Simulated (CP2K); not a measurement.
Runs of CP2K 2026.2 on W. The structure is cubic, space group Im-3m (No. 229). Conventional cell: a = 3.165 Å, b = 3.165 Å, c = 3.165 Å, α = 90.00°, β = 90.00°, γ = 90.00°. W (site symmetry m-3m) is surrounded by 8 W at 2.74 Å. 

```csv
level,gap on the mesh (eV),pressure (GPa),relaxed volume (Å³/atom)
PBEsol,none,0.0,(a)
PBE,none,0.0,16.01
revPBE,none,0.0,16.11
LDA,none,0.0,15.49
```

Alike in all rows: task relaxation of cell and atoms; potentials or basis POTENTIAL_UZH W GTH-PBE-q14; TZVP-MOLOPT-PBE-GTH basis; no spin polarisation; cell relaxed; k mesh 9 × 9 × 9; smearing fermi-dirac 0.05 eV.

**Question.** Fill in the values left out.

**Answer.** (a) 15.65.

Caveats: the basis of atomic orbitals isn't converged, which shifts pressures, moduli and gaps; the real-space grid breaks the cell's symmetry a little; the potentials were made for another functional, which shifts forces and pressure (some runs).

A k mesh can miss the band edges, and the runs leave out spin-orbit coupling on W.

A gap of «none» marks a metal or a gap under the smearing width.
